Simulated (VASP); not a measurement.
# AgCl (Chlorargyrite) (Fm-3m) in VASP: a series of runs

The runs below take AgCl (Chlorargyrite) through Born charges and dielectric tensor, phonons, evGW0 quasiparticle levels, with PBE.

Everything below comes from runs of VASP 6.6.1. Logs are shortened: lines on timing, memory, paths and dates and some standing lists are left out, and cuts for length are marked.

**Measured values to compare with.**

A printed reference work, data compilation reports, for a bulk crystal of AgCl: band gap 3.249 eV (indirect).

From a printed reference work, monograph, for a bulk crystal of AgCl: high-frequency dielectric constant 3.92.

How close the calculation comes is told below.

**1. The crystal as given**

Symmetry: Fm-3m, No. 225, cubic system. Conventional cell: a = 5.470 Å, b = 5.470 Å, c = 5.470 Å, α = 90.00°, β = 90.00°, γ = 90.00°. Ag (site symmetry m-3m) has 6 Cl at 2.73 Å as nearest neighbours. Around Cl (site symmetry m-3m) lie 6 Ag at 2.73 Å.

**2. Born charges and dielectric tensor, PBE**

INCAR

```
PREC     = Accurate       # precision mode
ENCUT    = 520            # plane-wave cutoff, eV
EDIFF    = 1E-8           # SCF threshold, eV
ISMEAR   = 0              # smearing method
SIGMA    = 0.02           # smearing width, eV
LREAL    = F              # projectors in reciprocal space
LASPH    = T              # aspherical terms in the spheres
NELM     = 60             # most SCF steps
ALGO     = Normal         # electronic algorithm
ISIF     = 2              # what is computed and relaxed
LWAVE    = F              # write WAVECAR
LCHARG   = F              # write CHGCAR
GGA      = PE             # functional
LEPSILON = T              # dielectric tensor by DFPT
IBRION   = 8              # ionic algorithm
```

KPOINTS

```
regular mesh
0
Gamma
  8 8 8
```

POSCAR

```
AgCl
1.0
    0.0000000000      2.7350000000      2.7350000000
    2.7350000000      0.0000000000      2.7350000000
    2.7350000000      2.7350000000      0.0000000000
Ag Cl
1 1
Direct
    0.0000000000      0.0000000000      0.0000000000
    0.5000000000      0.5000000000      0.5000000000
```

Potentials or basis: VASP PAW PBE potentials, release 64 (Ag, Cl).

On the command line:

```console
> cat potpaw_PBE.64/Ag/POTCAR potpaw_PBE.64/Cl/POTCAR > POTCAR
> mpirun -np 1 vasp_std > vasp.out
```

OUTCAR:

```text
PREC = Accurate
   ENCUT = 520
   EDIFF = 1E-8
   ISMEAR = 0
   LREAL = F
   LASPH = T
   NELM = 60
   ISIF = 2
   GGA = PE
   LEPSILON = T
   IBRION = 8

 ion  position               nearest neighbor table
   1  0.000  0.000  0.000-   2 2.73   2 2.73   2 2.73   2 2.73   2 2.73   2 2.73
   2  0.500  0.500  0.500-   1 2.73   1 2.73   1 2.73   1 2.73   1 2.73   1 2.73

  LATTYP: Found a face centered cubic cell.
 ALAT       =     5.4700000000

  Lattice vectors:

 A1 = (   0.0000000000,   2.7350000000,   2.7350000000)
 A2 = (   2.7350000000,   0.0000000000,   2.7350000000)
 A3 = (   2.7350000000,   2.7350000000,   0.0000000000)

Analysis of symmetry for initial positions (statically):
=====================================================================
 Subroutine PRICEL returns:
 Original cell was already a primitive cell.

 Routine SETGRP: Setting up the symmetry group for a
 face centered cubic supercell.

 Subroutine GETGRP returns: Found 48 space group operations
 (whereof 48 operations were pure point group operations)
 out of a pool of 48 trial point group operations.

The static configuration has the point symmetry O_h .

Analysis of symmetry for dynamics (positions and initial velocities):
=====================================================================
 Subroutine PRICEL returns:
 Original cell was already a primitive cell.

 Routine SETGRP: Setting up the symmetry group for a
 face centered cubic supercell.

 Subroutine GETGRP returns: Found 48 space group operations
 (whereof 48 operations were pure point group operations)
 out of a pool of 48 trial point group operations.

The dynamic configuration has the point symmetry O_h .

 Subroutine INISYM returns: Found 48 space group operations
 (whereof 48 operations are pure point group operations),
 and found     1 'primitive' translations

----------------------------------------------------------------------------------------
[... 618 lines left out ...]
    -0.00000  0.00000  0.01508

 MACROSCOPIC STATIC DIELECTRIC TENSOR (including local field effects in DFT)
 ------------------------------------------------------
           5.192958    -0.000000    -0.000000
          -0.000000     5.192958     0.000000
          -0.000000    -0.000000     5.192958
 ------------------------------------------------------

 PIEZOELECTRIC TENSOR (including local field effects)  for field in x, y, z        (e  Angst)
          XX          YY          ZZ          XY          YZ          ZX
  --------------------------------------------------------------------------------
  x     0.00000     0.00000     0.00000     0.00000     0.00000     0.00000
  y     0.00000     0.00000     0.00000     0.00000     0.00000     0.00000
  z     0.00000     0.00000     0.00000     0.00000     0.00000     0.00000

 PIEZOELECTRIC TENSOR (including local field effects)  for field in x, y, z        (C/m^2)
          XX          YY          ZZ          XY          YZ          ZX
  --------------------------------------------------------------------------------
  x     0.00000     0.00000     0.00000     0.00000     0.00000     0.00000
  y     0.00000     0.00000     0.00000     0.00000     0.00000     0.00000
  z     0.00000     0.00000     0.00000     0.00000     0.00000     0.00000

 BORN EFFECTIVE CHARGES (including local field effects) (in |e|, cummulative output)
 ---------------------------------------------------------------------------------
 ion    1
    1     1.41998     0.00000     0.00000
    2     0.00000     1.41998     0.00000
    3     0.00000     0.00000     1.41998
 ion    2
    1    -1.41998     0.00000     0.00000
    2     0.00000    -1.41998     0.00000
    3     0.00000     0.00000    -1.41998

 INTERNAL STRAIN TENSOR FOR ION    2 for displacements in x,y,z  (eV/Angst):
          X           Y           Z          XY          YZ          ZX
  --------------------------------------------------------------------------------
  x     0.00000     0.00000     0.00000     0.00000     0.00000     0.00000
  y     0.00000     0.00000     0.00000     0.00000     0.00000     0.00000
  z     0.00000     0.00000     0.00000     0.00000     0.00000     0.00000

 SECOND DERIVATIVES (NOT SYMMETRIZED)
 ------------------------------------
               1X          1Y          1Z          2X          2Y          2Z
  1X    -1.527179    0.000000    0.000000    1.527179    0.000000    0.000000
  1Y     0.000000   -1.527179    0.000000    0.000000    1.527179    0.000000
  1Z     0.000000    0.000000   -1.527179    0.000000    0.000000    1.527179
  2X     1.526838    0.000000    0.000000   -1.526838    0.000000    0.000000
  2Y     0.000000    1.526838    0.000000    0.000000   -1.526838    0.000000
  2Z     0.000000    0.000000    1.526838    0.000000    0.000000   -1.526838

 Eigenvectors and eigenvalues of the dynamical matrix
 ----------------------------------------------------

   1 f  =    3.739740 THz    23.497476 2PiTHz  124.744283 cm-1    15.466313 meV
             X         Y         Z           dx          dy          dz
      0.000000  0.000000  0.000000    -0.497403    0.000000    0.000000
      2.735000  2.735000  2.735000     0.867520    0.000000    0.000000
[... 21 lines left out ...]
   6 f/i=    0.000180 THz     0.001131 2PiTHz    0.006005 cm-1     0.000745 meV
             X         Y         Z           dx          dy          dz
      0.000000  0.000000  0.000000     0.000000    0.000000    0.867520
      2.735000  2.735000  2.735000     0.000000    0.000000    0.497403

--------------------------------------------------------------------------------------------------------

 MACROSCOPIC STATIC DIELECTRIC TENSOR IONIC CONTRIBUTION
 ------------------------------------------------------
           5.839647     0.000000     0.000000
           0.000000     5.839647     0.000000
           0.000000     0.000000     5.839647
 ------------------------------------------------------

 ELASTIC MODULI CONTR FROM IONIC RELAXATION (kBar)
 Direction    XX          YY          ZZ          XY          YZ          ZX
 --------------------------------------------------------------------------------
 XX           0.0000      0.0000      0.0000      0.0000      0.0000      0.0000
 YY           0.0000      0.0000      0.0000      0.0000      0.0000      0.0000
 ZZ           0.0000      0.0000      0.0000      0.0000      0.0000      0.0000
 XY           0.0000      0.0000      0.0000      0.0000      0.0000      0.0000
 YZ           0.0000      0.0000      0.0000      0.0000      0.0000      0.0000
 ZX           0.0000      0.0000      0.0000      0.0000      0.0000      0.0000
 --------------------------------------------------------------------------------

 PIEZOELECTRIC TENSOR IONIC CONTR  for field in x, y, z        (C/m^2)
          XX          YY          ZZ          XY          YZ          ZX
  --------------------------------------------------------------------------------
  x     0.00000     0.00000     0.00000     0.00000     0.00000     0.00000
  y     0.00000     0.00000     0.00000     0.00000     0.00000     0.00000
  z     0.00000     0.00000     0.00000     0.00000     0.00000     0.00000
```

stdout:

```text
POSCAR found type information on POSCAR AgCl
 POSCAR found :  2 types and       2 ions
 scaLAPACK will be used
 LDA part: xc-table for (Slater+PW92), standard interpolation
 POSCAR, INCAR and KPOINTS ok, starting setup
 FFT: planning ... GRIDC
 FFT: planning ... GRID_SOFT
 FFT: planning ... GRID
 WAVECAR not read
 entering main loop
[... 24 lines left out ...]
 dielectric tensor                  component  3 :     0.237     0.512     5.193
 Linear response DOF=           2
 Linear response progress:
 first order change of Fermi-energy  -0.25589E-03
 force on displaced ion       1 direction 1 :  -1.527   0.000   0.000
 Born effective charge ion    1 direction 1 :   1.419   0.000   0.000
 Linear response progress:
 first order change of Fermi-energy   0.98981E-03
 force on displaced ion       2 direction 1 :  -1.527   0.000   0.000
 Born effective charge ion    2 direction 1 :  -1.421   0.000   0.000
 Born effective charges drift removed
 Linear response finished
```

It took 2.7 min on 1 thread of Intel Xeon 6975P-C (Granite Rapids), shared host; peak memory 0.24 GiB.

Results:

- Band gap on the k mesh: 0.90 eV, indirect (least direct gap 3.32 eV)
- Electronic dielectric tensor (diagonal): 5.19
- Born charges (mean of the diagonal): Ag +1.42; Cl -1.42 e
- Highest phonon frequency at Γ, LO-TO splitting left out: 125 cm⁻¹

Levels at points of the mesh, in eV from the valence-band top:
```tsv
k point	band 7	band 8	band 9	band 10	band 11	band 12
(0.00, 0.00, 0.00)	-2.50	-2.50	-2.50	0.90	10.84	10.84
(0.50, 0.00, 0.00)	-1.87	0.00	0.00	4.13	6.77	7.59
(0.50, 0.50, 0.00)	-2.08	-2.08	-1.96	2.31	7.96	8.77
```

Phonon frequencies in cm⁻¹ (negative: imaginary):
```csv
q point,frequencies
"(0.000, 0.000, 0.000)",0 0 0 125 125 125
```

Electronic dielectric tensor:
```
5.19 0.00 0.00
0.00 5.19 0.00
0.00 0.00 5.19
```

Born effective charge tensors (e):
atom 1, Ag
```
1.42 0.00 0.00
0.00 1.42 0.00
0.00 0.00 1.42
```
atom 2, Cl
```
-1.42  0.00  0.00
 0.00 -1.42  0.00
 0.00  0.00 -1.42
```

**3. Phonons, PBE**

POSCAR is that of step 2.

INCAR.step1

```
PREC     = Accurate       # precision mode
ENCUT    = 600            # plane-wave cutoff, eV
EDIFF    = 1E-8           # SCF threshold, eV
ISMEAR   = 0              # smearing method
SIGMA    = 0.02           # smearing width, eV
LREAL    = F              # projectors in reciprocal space
LASPH    = T              # aspherical terms in the spheres
NELM     = 60             # most SCF steps
ALGO     = Normal         # electronic algorithm
ISIF     = 3              # what is computed and relaxed
LWAVE    = F              # write WAVECAR
LCHARG   = F              # write CHGCAR
GGA      = PE             # functional
IBRION   = 2              # ionic algorithm
NSW      = 40             # ionic steps
EDIFFG   = -0.002         # ionic threshold
```

INCAR.step2

```
PREC     = Accurate       # precision mode
ENCUT    = 600            # plane-wave cutoff, eV
EDIFF    = 1E-8           # SCF threshold, eV
ISMEAR   = 0              # smearing method
SIGMA    = 0.02           # smearing width, eV
LREAL    = F              # projectors in reciprocal space
LASPH    = T              # aspherical terms in the spheres
NELM     = 60             # most SCF steps
ALGO     = Normal         # electronic algorithm
ISIF     = 2              # what is computed and relaxed
LWAVE    = F              # write WAVECAR
LCHARG   = F              # write CHGCAR
GGA      = PE             # functional
IBRION   = 8              # ionic algorithm
NSW      = 1              # ionic steps
LEPSILON = T              # dielectric tensor by DFPT
```

KPOINTS is that of step 2.

Potentials or basis: VASP PAW PBE potentials, release 64 (Ag, Cl).

On the command line:

```console
> cat potpaw_PBE.64/Ag/POTCAR potpaw_PBE.64/Cl/POTCAR > POTCAR
> cp INCAR.step1 INCAR
> mpirun -np 1 vasp_std > vasp.out
> cp CONTCAR POSCAR
> cp INCAR.step2 INCAR
> mpirun -np 1 vasp_std > vasp.out
```

OUTCAR:

```text
PREC = Accurate
   ENCUT = 600
   EDIFF = 1E-8
   ISMEAR = 0
   LREAL = F
   LASPH = T
   NELM = 60
   ISIF = 2
   GGA = PE
   IBRION = 8
   NSW = 1
   LEPSILON = T

 ion  position               nearest neighbor table
   1  0.000  0.000  0.000-   2 2.80   2 2.80   2 2.80   2 2.80   2 2.80   2 2.80
   2  0.500  0.500  0.500-   1 2.80   1 2.80   1 2.80   1 2.80   1 2.80   1 2.80

  LATTYP: Found a face centered cubic cell.
 ALAT       =     5.6066927626

  Lattice vectors:

 A1 = (   0.0000000000,   2.8033463813,   2.8033463813)
 A2 = (   2.8033463813,   0.0000000000,   2.8033463813)
 A3 = (   2.8033463813,   2.8033463813,   0.0000000000)

Analysis of symmetry for initial positions (statically):
=====================================================================
 Subroutine PRICEL returns:
 Original cell was already a primitive cell.

 Routine SETGRP: Setting up the symmetry group for a
 face centered cubic supercell.

 Subroutine GETGRP returns: Found 48 space group operations
 (whereof 48 operations were pure point group operations)
 out of a pool of 48 trial point group operations.

The static configuration has the point symmetry O_h .

Analysis of symmetry for dynamics (positions and initial velocities):
=====================================================================
 Subroutine PRICEL returns:
 Original cell was already a primitive cell.

 Routine SETGRP: Setting up the symmetry group for a
 face centered cubic supercell.

 Subroutine GETGRP returns: Found 48 space group operations
 (whereof 48 operations were pure point group operations)
[... 643 lines left out ...]
          XX          YY          ZZ          XY          YZ          ZX
  --------------------------------------------------------------------------------
  x     0.00000     0.00000     0.00000     0.00000     0.00000     0.00000
  y     0.00000     0.00000     0.00000     0.00000     0.00000     0.00000
  z     0.00000     0.00000     0.00000     0.00000     0.00000     0.00000

 BORN EFFECTIVE CHARGES (including local field effects) (in |e|, cummulative output)
 ---------------------------------------------------------------------------------
 ion    1
    1     1.45106     0.00000    -0.00000
    2    -0.00000     1.45106     0.00000
    3     0.00000    -0.00000     1.45106
 ion    2
    1    -1.45106    -0.00000     0.00000
    2     0.00000    -1.45106    -0.00000
    3    -0.00000     0.00000    -1.45106

 INTERNAL STRAIN TENSOR FOR ION    2 for displacements in x,y,z  (eV/Angst):
          X           Y           Z          XY          YZ          ZX
  --------------------------------------------------------------------------------
  x     0.00000     0.00000     0.00000     0.00000     0.00000     0.00000
  y     0.00000     0.00000     0.00000     0.00000     0.00000     0.00000
  z     0.00000     0.00000     0.00000     0.00000     0.00000     0.00000

 SECOND DERIVATIVES (NOT SYMMETRIZED)
 ------------------------------------
               1X          1Y          1Z          2X          2Y          2Z
  1X    -0.839176    0.000000    0.000000    0.839176    0.000000    0.000000
  1Y     0.000000   -0.839176    0.000000    0.000000    0.839176    0.000000
  1Z     0.000000    0.000000   -0.839176    0.000000    0.000000    0.839176
  2X     0.832345    0.000000    0.000000   -0.832345    0.000000    0.000000
  2Y     0.000000    0.832345    0.000000    0.000000   -0.832345    0.000000
  2Z     0.000000    0.000000    0.832345    0.000000    0.000000   -0.832345

 Eigenvectors and eigenvalues of the dynamical matrix
 ----------------------------------------------------

   1 f  =    2.763920 THz    17.366224 2PiTHz   92.194459 cm-1    11.430651 meV
             X         Y         Z           dx          dy          dz
      0.000000  0.000000  0.000000     0.000000    0.498893    0.000000
      2.803346  2.803346  2.803346     0.000000   -0.866664    0.000000
[... 21 lines left out ...]
   6 f/i=    0.004884 THz     0.030688 2PiTHz    0.162920 cm-1     0.020199 meV
             X         Y         Z           dx          dy          dz
      0.000000  0.000000  0.000000     0.000000   -0.866664    0.000000
      2.803346  2.803346  2.803346     0.000000   -0.498893    0.000000

--------------------------------------------------------------------------------------------------------

 MACROSCOPIC STATIC DIELECTRIC TENSOR IONIC CONTRIBUTION
 ------------------------------------------------------
          10.346378     0.000000    -0.000000
           0.000000    10.346378    -0.000000
          -0.000000    -0.000000    10.346378
 ------------------------------------------------------

 ELASTIC MODULI CONTR FROM IONIC RELAXATION (kBar)
 Direction    XX          YY          ZZ          XY          YZ          ZX
 --------------------------------------------------------------------------------
 XX           0.0000      0.0000      0.0000      0.0000      0.0000      0.0000
 YY           0.0000      0.0000      0.0000      0.0000      0.0000      0.0000
 ZZ           0.0000      0.0000      0.0000      0.0000      0.0000      0.0000
 XY           0.0000      0.0000      0.0000      0.0000      0.0000      0.0000
 YZ           0.0000      0.0000      0.0000      0.0000      0.0000      0.0000
 ZX           0.0000      0.0000      0.0000      0.0000      0.0000      0.0000
 --------------------------------------------------------------------------------

 PIEZOELECTRIC TENSOR IONIC CONTR  for field in x, y, z        (C/m^2)
          XX          YY          ZZ          XY          YZ          ZX
  --------------------------------------------------------------------------------
  x     0.00000     0.00000     0.00000     0.00000     0.00000     0.00000
  y     0.00000     0.00000     0.00000     0.00000     0.00000     0.00000
  z     0.00000     0.00000     0.00000     0.00000     0.00000     0.00000
```

OSZICAR.step1:

```text
N       E                     dE             d eps       ncg     rms          rms(c)
DAV:   1     0.110844965338E+03    0.11084E+03   -0.96970E+03   762   0.142E+03
DAV:   2    -0.749809456637E+00   -0.11159E+03   -0.10451E+03   902   0.265E+02
DAV:   3    -0.550120748277E+01   -0.47514E+01   -0.47364E+01   879   0.591E+01
[... 32 lines left out ...]
DAV:   5    -0.540012967149E+01    0.45888E-05   -0.84696E-06   889   0.441E-02    0.446E-03
DAV:   6    -0.540012939848E+01    0.27302E-06   -0.13959E-06   759   0.154E-02    0.167E-03
DAV:   7    -0.540012947112E+01   -0.72645E-07   -0.51559E-08   839   0.337E-03    0.676E-04
DAV:   8    -0.540012942395E+01    0.47174E-07   -0.59094E-09   392   0.940E-04    0.214E-04
DAV:   9    -0.540012941962E+01    0.43235E-08   -0.10908E-09   377   0.291E-04
   3 F= -.54001294E+01 E0= -.54001294E+01  d E =-.345086E-01
```

Run time: 2.6 min. Hardware: 1 thread of Intel Xeon 6975P-C (Granite Rapids), shared host; peak memory 0.28 GiB.

What came out:

```
Relaxed volume                                          : 22.03 Å³/atom
Relaxed cell                                            : a = 3.965 Å, b = 3.965 Å, c = 3.965 Å, α = 60.00°, β = 60.00°, γ = 60.00°
Space group after relaxing (to 0.05 Å)                  : Fm-3m (No. 225)
Electronic dielectric tensor (diagonal)                 : 4.95
Born charges (mean of the diagonal)                     : Ag +1.45; Cl -1.45 e
Highest phonon frequency at Γ, LO-TO splitting left out : 92 cm⁻¹
```

Step by step:
```tsv
step	energy change (eV)	largest force (eV/Å)	pressure (GPa)	volume (Å³)
1	0.0000	0.0000	3.81	40.92
2	-0.0344	0.0000	0.18	43.87
3	-0.0345	0.0000	-0.01	44.06
```

Final structure:
```
Ag Cl
1.0
     0.00000    2.80335    2.80335
     2.80335    0.00000    2.80335
     2.80335    2.80335    0.00000
Ag Cl
1 1
Direct
  0.00000 0.00000 0.00000
  0.50000 0.50000 0.50000
```

Phonon frequencies in cm⁻¹ (negative: imaginary):
| q point | frequencies |
| --- | --- |
| (0.000, 0.000, 0.000) | 0 0 0 92 92 92 |

Electronic dielectric tensor:
```
4.95 0.00 0.00
0.00 4.95 0.00
0.00 0.00 4.95
```

Born effective charge tensors (e):
atom 1, Ag
```
1.45 0.00 0.00
0.00 1.45 0.00
0.00 0.00 1.45
```
atom 2, Cl
```
-1.45  0.00  0.00
 0.00 -1.45  0.00
 0.00  0.00 -1.45
```

(Part 1 of 2 ends here.)
